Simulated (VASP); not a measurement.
**Te2Mo: single point with PBE0**

The system is Te2Mo.

```
Te Mo
1.0
     3.51820    0.00000    0.00000
    -1.75910    3.04685    0.00000
     0.00000    0.00000   13.97360
Te Mo
4 2
Direct
  0.66667 0.33333 0.37900
  0.33333 0.66667 0.87900
  0.66667 0.33333 0.12100
  0.33333 0.66667 0.62100
  0.66667 0.33333 0.75000
  0.33333 0.66667 0.25000
```

```yaml
Program: VASP 6.6.1
Task: single point
Functional: PBE0
Potentials_or_basis: VASP PAW PBE potentials, release 64 (Te, Mo_sv)
Cutoff: 520 eV
k_mesh: 5 × 5 × 1
Occupations: fermi-dirac, width 0.05 eV
Spin: no spin polarisation
Dipole_correction: no
Exchange_at_q_=_0: truncated
Grid_for_exact_exchange_PRECFOCK: Fast
Further_INCAR_settings: ALGO = Normal; EDIFF = 1e-06; NBANDS = 35
```

* Pressure: -1.0 GPa
* Largest force: 0.390 eV/Å
* Band gap on the k mesh: 1.72 eV, indirect (least direct gap 2.47 eV)

Forces in eV/Å, atoms in the order of the input:
```
Te   0.000  0.000 -0.390
Te   0.000  0.000 -0.390
Te   0.000  0.000  0.390
Te   0.000  0.000  0.390
Mo   0.000  0.000  0.000
Mo   0.000  0.000  0.000
```

Levels at points of the mesh, in eV from the valence-band top:
| k point | band 22 | band 23 | band 24 | band 25 | band 26 | band 27 | band 28 | band 29 | band 30 | band 31 |
| --- | --- | --- | --- | --- | --- | --- | --- | --- | --- | --- |
| (0.00, 0.00, 0.00) | -1.24 | -1.22 | -1.22 | -0.51 | 0.00 | 4.13 | 4.13 | 4.29 | 4.29 | 4.42 |

Wall time 15 min on 1 thread of AMD EPYC 9R45 96-Core Processor (Zen 5), with other jobs on the host, peak memory 0.26 GiB.

Caveat: the k mesh is coarse (spacing up to 0.45 Å⁻¹), so the values aren't converged, least of all with exact exchange; the PAW data sets were made with another functional, which shifts forces and pressure a little; spin-orbit coupling is left out, which moves the levels of the heavy elements; an odd mesh through Γ misses points on the zone boundary, where band edges often lie; this functional lacks dispersion, which binds the layers, so the pressure and a relaxed spacing across them are unreliable.
